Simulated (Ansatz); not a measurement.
Results of r²SCAN (plane waves, PAW; Ansatz, a program for electronic structure) for rutile RuO2.

Numerical settings: plane-wave cutoff 560 eV, 12×12×18 k mesh (along the axes of the cell as run), Fermi–Dirac smearing 0.05 eV, no spin polarisation, scalar-relativistic PAW data made under PBE.

Energies at three volumes about the minimum:

```json
[
 {"V (Å³/atom)": "10.184", "E − E_lowest (meV/atom)": "3.77"},
 {"V (Å³/atom)": "10.392", "E − E_lowest (meV/atom)": "0.00"},
 {"V (Å³/atom)": "10.600", "E − E_lowest (meV/atom)": "3.50"}
]
```

### Question
Fit a parabola by hand: where is the minimum, and what is the bulk modulus?

### Answer
Slopes: (0.00 − 3.77)/(10.392 − 10.184) = -18.125 and (3.50 − 0.00)/(10.600 − 10.392) = 16.827 meV/Å³. Curvature E″ = 2 × (16.827 − (-18.125))/(10.600 − 10.184) = 168.038 meV/Å⁶. From the middle of the first interval, the slope vanishes at V0 = 10.2880 − (-18.125)/168.038 = 10.396 Å³/atom. B = V0 E″ = 10.396 × 168.038 meV/Å³ × 0.1602 GPa per meV/Å³ = 280 GPa. The full Birch–Murnaghan fit to all volumes gives V0 = 10.392 Å³/atom and B0 = 280 GPa.

Shape and atoms are relaxed at each volume.

Measured, for comparison: bulk modulus 270 GPa (room temperature, no zero-point or thermal correction; as tabulated in LI and ZENG (2008), arXiv:0807.3251). Computed less measured: bulk modulus +3.7 %. A static lattice is as a rule a little smaller and stiffer than an uncorrected measurement, which can account for part of this in the bulk modulus.
